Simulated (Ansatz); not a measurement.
Start of a relaxation, (110) slab as cut from the bulk (CuO, C2/c (No. 15), (1 1 0) face):

```xyz
17
Lattice="2.8941 0.0000 0.0000 0.0007 5.0920 0.0000 0.0000 0.0000 26.5764" Properties=species:S:1:pos:R:3 pbc="T T T"
Cu    1.4357    2.5456    7.5000
Cu    2.8773    5.0915    8.9470
O     1.4296    1.2724    8.9469
O     1.4302    3.8184    8.9472
Cu    1.4240    2.5452   10.3941
Cu    2.8656    5.0911   11.8411
O     1.4179    1.2720   11.8410
O     1.4185    3.8181   11.8412
Cu    1.4124    2.5449   13.2882
Cu    2.8539    5.0907   14.7352
O     1.4063    1.2717   14.7351
O     1.4068    3.8177   14.7353
Cu    1.4007    2.5445   16.1823
Cu    2.8423    5.0903   17.6293
O     1.3946    1.2713   17.6292
O     1.3951    3.8173   17.6294
Cu    1.3890    2.5441   19.0764
```

These are results of DFT PBEsol, scalar-relativistic, plane waves, PAW (Ansatz 0.2.0), not measurements. Plane waves to 420 eV, a k mesh through Γ of 12×7×1 on the computed 17-atom cell and Gaussian smearing (0.10 eV); no spin polarisation. A dipole correction removes the field between periodic images along c.

All atoms are free. The cell is fixed. Force threshold 0.02 eV/Å.

| step | E − E_final (eV) | largest force (eV/Å) |
| --- | --- | --- |
| 1 | 0.158 | 0.756 |
| 2 | 0.073 | 0.454 |
| 3 | 0.002 | 0.085 |
| 4 | 0.001 | 0.102 |
| 5 | 0.000 | 0.004 |
| 6 | 0.000 | 0.003 |

**Question.** What is the final structure?

**Answer.**
```
CELL_PARAMETERS angstrom
2.89411 0.00000 0.00000
0.00068 5.09202 0.00000
0.00000 0.00000 26.57636
ATOMIC_POSITIONS crystal
Cu 0.49189 0.49987 0.28654
Cu 0.99078 0.99984 0.33760
O 0.49073 0.23739 0.33669
O 0.49084 0.76229 0.33670
Cu 0.48986 0.49981 0.38989
Cu 0.98886 0.99979 0.44645
O 0.48881 0.25060 0.44584
O 0.48890 0.74898 0.44584
Cu 0.48790 0.49977 0.50000
Cu 0.98694 0.99976 0.55355
O 0.48690 0.25057 0.55416
O 0.48699 0.74894 0.55416
Cu 0.48593 0.49974 0.61011
Cu 0.98501 0.99971 0.66240
O 0.48496 0.23726 0.66330
O 0.48507 0.76216 0.66331
Cu 0.48390 0.49968 0.71346
```

Spin polarisation was left out, and a magnetic state may lie lower.

Cost: 1 run of about 13 core-minutes, on AMD EPYC 9R45 (Zen 5) (shared hosts).